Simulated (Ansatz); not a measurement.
PtSe₂

The computed numbers are results of r²SCAN, scalar-relativistic (no spin polarisation) in the plane-wave PAW code Ansatz at 500 eV, 8×8×4 k-mesh, Gaussian smearing of 0.05 eV; PAW files: Ansatz's generated set soft_2.

```xyz
3
Lattice="3.7166 0.0000 0.0000 -1.8583 3.2187 0.0000 0.0000 0.0000 5.8297" Properties=species:S:1:pos:R:3 pbc="T T T"
Pt    0.0000    0.0000    0.0000
Se    0.0000    2.1458    1.3115
Se    1.8583    1.0729    4.5182
```

The chain of runs began from a cell as deposited in COD, expanded in volume. Of that entry: the entry's cell lengths or inner coordinates differ somewhat from later room-temperature determinations. The relaxation kept the space group but changed the cell's proportions, one axis by 10 % at equal volume, so the results may not describe the measured structure. The database's entry of this formula in the relaxed cell's space group, P-3m1, has axes of 3.728 × 3.728 × 5.031 Å and 20.18 Å³/atom (1965), the relaxed one 3.717 × 3.717 × 5.830 Å and 23.25.

The cell above was scaled in volume, and shape and atoms were relaxed at each volume within its symmetry. Energies are counted from the cell above.

The cell is relaxed to zero pressure at this level.

```tsv
V (Å³/atom)	ΔE (meV/atom)	P (GPa)	gap on the mesh (eV)
22.32	1.7	0.59	0.39
22.78	0.4	0.29	0.54
23.25	0.0	0.03	0.66
23.71	?	?	?
24.18	0.8	-0.32	0.85
24.87	2.4	-0.49	0.99
```

**Question.** Fill in the withheld row.

**Answer.** ΔE (meV/atom): 0.2, P (GPa): -0.25, gap on the mesh (eV): 0.75.

**Question.** Can a bulk modulus be trusted from these points?

**Answer.** No. The energies are smooth (scatter 0.00 meV/atom), but the fit's B0′ of 12.6 is out of the usual range: the curve is too flat or too lopsided over this range, as for soft or weakly bound crystals, and a third-order form can't fix it.

Semilocal functionals underestimate band gaps, commonly by a third or more. Spin–orbit coupling, which matters for such heavy elements, is left out. The structure is built of weakly bound layers, and this functional has no dispersion term, so their spacing and all that hangs on it (volume, the soft elastic constants, low modes, dielectric constants) are poorly given.
